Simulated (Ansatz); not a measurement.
KI: one atom moved over a plane

Theory: Ansatz 0.2.0, DFT PBE, scalar-relativistic, plane waves, PAW. Settings: plane waves to 420 eV, k-mesh 6×6×6 (Γ-centred), Gaussian smearing 0.05 eV. No spin polarisation. Energies are free energies at this smearing, counted from the undisturbed cell; pressure is positive in compression.

Zero of the scan (as given, not relaxed at this level; it stands at 0.7 GPa):

```
K I
1.0
     0.00000    3.52455    3.52455
     3.52455    0.00000    3.52455
     3.52455    3.52455    0.00000
K I
1 1
Direct
  0.00000 0.00000 0.00000
  0.50000 0.50000 0.50000
```

Atom 1 (K) is moved by p along (0.707, 0.707, 0.000) and q along (0.000, 0.000, 1.000) (Å), all else fixed. Points are written (p, q).

Energy above the undisturbed cell in eV/cell (a dash: not computed):

```
 p \ q  -0.300  -0.150  0.000  0.150  0.300
-0.300    0.10    0.06   0.05   0.06   0.10
-0.150    0.07    0.03   0.01   0.03   0.07
 0.000       ?       ?   0.00      ?      ?
 0.150    0.07    0.03   0.01   0.03   0.07
 0.300    0.10    0.06   0.05   0.06   0.10
```

**Question.** Fill in the withheld energies.

**Answer.** (0.000, -0.300): 0.06; (0.000, -0.150): 0.01; (0.000, 0.150): 0.01; (0.000, 0.300): 0.06.